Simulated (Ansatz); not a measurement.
## A series in volume per atom on V

All results are calculated (Ansatz 0.2.0 development build). Equation of state of a cubic crystal from periodic Kohn-Sham density functional theory without spin; pressure corrected for the finite basis.

Cell of the first row (space group Pm-3m, No. 221):
```
CELL_PARAMETERS angstrom
2.39900 0.00000 0.00000
0.00000 2.39900 0.00000
0.00000 0.00000 2.39900
ATOMIC_POSITIONS crystal
V 0.00000 0.00000 0.00000
```

Settings of every row: formula V; structure type simple cubic; functional PBE; spin treatment none; k mesh 22x22x22; occupation method fermi-dirac; occupation width 0.061225619 eV; wave cutoff 420 eV; datasets soft-1 PAW; density cutoff ratio 4.

Limits: a cubic model structure, not a phase known at ambient conditions; modest k-mesh, values are not fully converged in k.

| row | volume per atom (Å³) | energy above lowest point (meV/atom) | pressure (GPa) |
| --- | --- | --- | --- |
| 1 | 13.807 | 24.41 | 9.456 |
| 2 | 14.1 | ? | ? |
| 3 | 14.394 | 2.39 | 2.771 |
| 4 | 14.688 | 0 | -0.111 |
| 5 | 14.982 | 2.64 | -2.725 |
| 6 | 15.275 | 9.85 | -5.095 |
| 7 | 15.569 | 21.19 | -7.246 |

Question: what energy above lowest point and pressure should row 2 give?

Worked fit of energy above lowest point. Take u = (V_r/V)^(2/3) − 1 with V_r = 14.835 Å³ an atom, which is twice the finite (Eulerian) strain; such expansions in the strain, on which the Birch-Murnaghan equation of state is built, carry the rest volume and the bulk modulus. The shown rows have u = 0.04904, 0.02032, 0.00666, -0.00655, -0.0193, -0.03168. Least squares give energy above lowest point = 0.727 − 202.78 × u + 13984.2 × u² meV/atom; a straight line predicts inner rows, each left out in turn, worse (root mean square 9.4 against 0.013 meV/atom). The rows lie off it by 0.00, 0.01, 0.00, -0.02, 0.00, 0.00. Its lowest point lies at u = 0.0073, or V = 14.68 Å³ an atom, and the curvature there gives the bulk modulus at fixed shape and fractions, B = (4/9)(1 + u)² E″(u)/V = 138 GPa. The withheld row has u = 0.03446, so the fit gives 0.727 − 202.78 × (0.03446) + 13984.2 × (0.03446)² = 10.35 meV/atom.

The calculation gave 10.34 meV/atom. The fit lies 0.01 meV/atom (0.041 % of the column's range) above it, one unit of the last digit.

Worked fit of pressure. Take u = (V_r/V)^(2/3) − 1 with V_r = 14.835 Å³ an atom, which is twice the finite (Eulerian) strain; such expansions in the strain, on which the Birch-Murnaghan equation of state is built, carry the rest volume and the bulk modulus. The shown rows have u = 0.04904, 0.02032, 0.00666, -0.00655, -0.0193, -0.03168. Least squares give pressure = −1.4511 + 197.871 × u + 482.61 × u² + 361.9 × u³ GPa; a parabola predicts inner rows, each left out in turn, worse (root mean square 0.0078 against 0.0033 GPa). The rows lie off it by 0.000, -0.001, 0.001, 0.002, -0.002, 0.001. The pressure vanishes at u = 0.0072, or V = 14.68 Å³ an atom, and there the bulk modulus at fixed shape and fractions is B = −V dP/dV = (2/3)(1 + u) dP/du = 138 GPa. The withheld row has u = 0.03446, so the fit gives −1.4511 + 197.871 × (0.03446) + 482.61 × (0.03446)² + 361.9 × (0.03446)³ = 5.955 GPa.

The calculation gave 5.95 GPa. The fit lies 0.005 GPa (0.03 % of the column's range) above it; its largest miss of a shown row is 0.002 GPa.
